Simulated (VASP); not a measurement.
# Settings for C₂H₅Cl: nudged elastic band

C₂H₅Cl, molecule in box, 8 atoms in the cell. RPBE, nudged elastic band; PAW potentials C, Cl, H (PBE set). VASP 6.6.1.

Wanted: barrier within 0.02 eV.

Path: methyl rotation in CH3CH2Cl; Moving images: 3.

The series start from Cutoff ENCUT (eV): 400; SCF threshold EDIFF (eV): 1e-5; PREC: Normal; LREAL: no. Each series keeps the choices made before it, and each single choice may use up half of a tolerance. Times cover all steps of a run.

## Cutoff ENCUT (eV)

| Cutoff ENCUT (eV) | Barrier (eV) | Time (s) |
|---|---|---|
| 350 | 0.141 | 379 |
| 400 | 0.140 | 415 |
| 450 | 0.140 | 298 |
| 500 | 0.139 | 400 |
| 550 | 0.140 | 554 |
| 600 (reference) | 0.140 | 480 |

## SCF threshold EDIFF (eV)

| SCF threshold EDIFF (eV) | Barrier (eV) | Time (s) |
|---|---|---|
| 0.001 | 0.142 | 90 |
| 0.0001 | 0.141 | 270 |
| 1e-5 | 0.141 | 379 |
| 1e-6 (reference) | 0.141 | 634 |

## PREC

| PREC | Barrier (eV) | Time (s) |
|---|---|---|
| Normal | 0.142 | 90 |
| Accurate | 0.142 | 109 |

## LREAL

| LREAL | Barrier (eV) | Time (s) |
|---|---|---|
| no | 0.142 | 90 |
| Auto | 0.142 | 68 |

## Question

The rows run from the loosest to the tightest (no order: PREC, LREAL). For each series: choose the loosest value from which every tighter one stays within half of the tolerance; where there is no order, keep the first row unless others stay within half of the tolerance and take at least 30 % less time, and then take the fastest.

## Answer

- Cutoff ENCUT (eV): 350
- SCF threshold EDIFF (eV): 0.001
- PREC: Normal
- LREAL: no

## All choices together

| Input | Barrier (eV) | Time (s) |
|---|---|---|
| chosen settings | 0.142 | 90 |
| reference settings throughout | 0.140 | 548 |

The tolerance is met.

## The input

INCAR.step1:
```
SYSTEM = H5C2Cl
ALGO = Normal ; EDIFF = 0.001
EDIFFG = -0.02 ; ENCUT = 350
GGA = RP ; IBRION = 2
ISIF = 2 ; ISMEAR = 0
ISYM = 0 ; LASPH = .True.
LCHARG = .False. ; LREAL = .False.
LWAVE = .False. ; NELM = 100
NSW = 100 ; POTIM = 0.5
PREC = Normal ; SIGMA = 0.01
```

INCAR.step3, as INCAR.step1 but for:
```
- EDIFFG = -0.02
- IBRION = 2
- ISIF = 2
- NSW = 100
- POTIM = 0.5
+ EDIFFG = -0.05
+ IBRION = 1
+ IMAGES = 3
+ NSW = 200
+ POTIM = 0.3
+ SPRING = -5
```

KPOINTS:
```
k-points
0
Gamma
  1 1 1
```

00/POSCAR:
```
H5C2Cl
1.0
    9.0000000000      0.0000000000      0.0000000000
    0.0000000000      9.5000000000      0.0000000000
    0.0000000000      0.0000000000      9.0000000000
C Cl H
2 1 5
Direct
    0.4346081847      0.5404888705      0.4998123896
    0.6027854042      0.5232268070      0.4998105969
    0.3402974726      0.3717432947      0.4998173025
    0.3946623703      0.5963021301      0.5992756861
    0.3946611570      0.5962997661      0.4003478515
    0.6559305322      0.6281466458      0.4998060627
    0.6407310981      0.4657154022      0.5991046958
    0.6407294775      0.4657133992      0.4005170572
```

01/POSCAR:
```
H5C2Cl
1.0
    9.0000000000      0.0000000000      0.0000000000
    0.0000000000      9.5000000000      0.0000000000
    0.0000000000      0.0000000000      9.0000000000
C Cl H
2 1 5
Direct
    0.4323189487      0.5403978026      0.4996871877
    0.5983369879      0.5234325258      0.4995207244
    0.3413740685      0.3722344553      0.4996512906
    0.3947245019      0.5965720616      0.5989705019
    0.3947468623      0.5966636803      0.4004514495
    0.6558216301      0.6111160800      0.5559941058
    0.6384328127      0.4280349276      0.5560744762
    0.6486498844      0.5191847826      0.3881419062
```

02/POSCAR:
```
H5C2Cl
1.0
    9.0000000000      0.0000000000      0.0000000000
    0.0000000000      9.5000000000      0.0000000000
    0.0000000000      0.0000000000      9.0000000000
C Cl H
2 1 5
Direct
    0.4346253237      0.5401534923      0.4995645726
    0.6019394348      0.5233320186      0.4995645726
    0.3431194348      0.3730370712      0.4995645726
    0.3962943237      0.5963653870      0.5979254615
    0.3962943237      0.5963653870      0.4012036837
    0.6482351775      0.5732584371      0.5987963163
    0.6329578531      0.4122995797      0.5001250091
    0.6509398253      0.5728249429      0.4017474536
```

03/POSCAR:
```
H5C2Cl
1.0
    9.0000000000      0.0000000000      0.0000000000
    0.0000000000      9.5000000000      0.0000000000
    0.0000000000      0.0000000000      9.0000000000
C Cl H
2 1 5
Direct
    0.4323644137      0.5405303585      0.4995452932
    0.5983687175      0.5234440873      0.4998852583
    0.3408382243      0.3726472316      0.4995302453
    0.3948086399      0.5969546089      0.5986800844
    0.3951327898      0.5967515285      0.4001876449
    0.6468835412      0.5191219617      0.6122295926
    0.6385608853      0.4276916674      0.4440817970
    0.6574484848      0.6104948719      0.4443517266
```

04/POSCAR:
```
H5C2Cl
1.0
    9.0000000000      0.0000000000      0.0000000000
    0.0000000000      9.5000000000      0.0000000000
    0.0000000000      0.0000000000      9.0000000000
C Cl H
2 1 5
Direct
    0.4347042273      0.5407420317      0.4995456683
    0.6027928548      0.5228091939      0.5001053774
    0.3392157232      0.3725707033      0.4994235707
    0.3948063136      0.5968748933      0.5988086798
    0.3954743723      0.5966519169      0.3999272018
    0.6402499935      0.4652449812      0.5995398659
    0.6408964349      0.4651991523      0.4009124865
    0.6562657769      0.6275434431      0.5002287920
```

POSCAR.step1:
```
H5C2Cl
1.0
    9.0000000000      0.0000000000      0.0000000000
    0.0000000000      9.5000000000      0.0000000000
    0.0000000000      0.0000000000      9.0000000000
C Cl H
2 1 5
Direct
    0.4346102815      0.5400192105      0.4998114553
    0.6019243926      0.5231977368      0.4998114553
    0.3431043926      0.3729027895      0.4998114553
    0.3962792815      0.5962311053      0.5981723442
    0.3962792815      0.5962311053      0.4014505664
    0.6542661704      0.6270972105      0.4998114553
    0.6389709482      0.4659785789      0.5981890108
    0.6389709482      0.4659785789      0.4014338997
```

POSCAR.step2:
```
H5C2Cl
1.0
    9.0000000000      0.0000000000      0.0000000000
    0.0000000000      9.5000000000      0.0000000000
    0.0000000000      0.0000000000      9.0000000000
C Cl H
2 1 5
Direct
    0.4346554080      0.5404220557      0.4995645726
    0.6019695191      0.5236005820      0.4995645726
    0.3431495191      0.3733056347      0.4995645726
    0.3963244080      0.5966339505      0.5979254615
    0.3963244080      0.5966339505      0.4012036837
    0.6361731916      0.4655808904      0.5987963163
    0.6389136351      0.4654669445      0.4017474536
    0.6568956074      0.6259923076      0.5001250091
```

Commands (each step's output is kept before the next begins):
```
cat potpaw_PBE.64/C/POTCAR potpaw_PBE.64/Cl/POTCAR potpaw_PBE.64/H/POTCAR > POTCAR
cp INCAR.step1 INCAR
cp POSCAR.step1 POSCAR
mpirun -np 2 vasp_gam > vasp.out
cp POSCAR.step2 POSCAR
mpirun -np 2 vasp_gam > vasp.out
# 00 and 04 hold the relaxed ends, the second shifted as a whole so that the mean position stays; the images between are interpolated (pair-distance (IDPP), through a guessed midpoint)
cp INCAR.step3 INCAR
mpirun -np 3 vasp_gam > vasp.out
```

The chosen input took VASP 6.6.1 90 s on 3 cores (Intel Xeon 6975P-C (Granite Rapids)), a shared host.
